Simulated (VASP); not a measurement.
Here is a VASP 6.6.1 calculation.

Contents of INCAR:

```
SYSTEM = V
ALGO = Normal
EDIFF = 1E-6
ENCUT = 520
GGA = PS
ISIF = 2
ISMEAR = 0
LASPH = .True.
LCHARG = .False.
LREAL = .False.
LWAVE = .False.
NBANDS = 20
NELM = 100
PREC = Accurate
SIGMA = 0.5
```

The input KPOINTS:

```
k-points
0
Gamma
  18 18 10
  0 0 0
```

Contents of POSCAR:

```
V
1.0
    2.5733900000      0.0000000000      0.0000000000
   -1.2866900000      2.2286200000      0.0000000000
    0.0000000000      0.0000000000      4.6451000000
V
2
Direct
    0.3333300000      0.6666700000      0.2500000000
    0.6666700000      0.3333300000      0.7500000000
```

Potentials or basis: VASP PAW PBE potentials, release 64 (V_sv).

The run is started by

```sh
$ cat potpaw_PBE.64/V_sv/POTCAR > POTCAR
$ mpirun -np 1 vasp_std > vasp.out
```

Q: What does it give for the pressure?

A: 1.6 GPa.

Q: Predict the band gap on the k mesh.

A: None (metal or under the smearing width).

Stress tensor (GPa, compression positive):
```
2.10 0.00 0.00
0.00 2.10 0.00
0.00 0.00 0.55
```

Caveat: the PAW data sets were made with another functional, which shifts forces and pressure a little.
